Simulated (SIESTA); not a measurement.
The system is In.

```
In
1.0
    -1.62547    1.62547    2.47370
     1.62547   -1.62547    2.47370
     1.62547    1.62547   -2.47370
In
1
Cartesian
  0.0000 0.0000 0.0000
```

Base run:

| Quantity | Value |
| --- | --- |
| Program | SIESTA 5.4.2 |
| Functional | vdW-DF-C09 |
| Potentials or basis | PseudoDojo 0.4 standard (PBE files) |
| Basis | DZP (energy shift 0.003 Ry; two zetas on semicore shells) |
| Grid cutoff | 500 Ry |
| Energy shift | 0.003 Ry |
| k mesh | 11 × 11 × 11 |
| Occupations | fermi-dirac, width 0.05 eV |
| Spin | no spin polarisation |

Its results: band gap on the k mesh none (metal or under the smearing width); pressure 0.0 GPa.

Question: The run is repeated on the same cell with these changes: functional from vdW-DF-C09 to optB88-vdW. What comes out?

Answer: Band gap on the k mesh none (metal or under the smearing width); pressure 3.0 GPa.

Caveats: the potentials were made for another functional, which shifts forces and pressure; spin-orbit coupling is left out, which moves the levels of the heavy elements; the basis of atomic orbitals isn't converged, which shifts pressures, moduli and gaps.
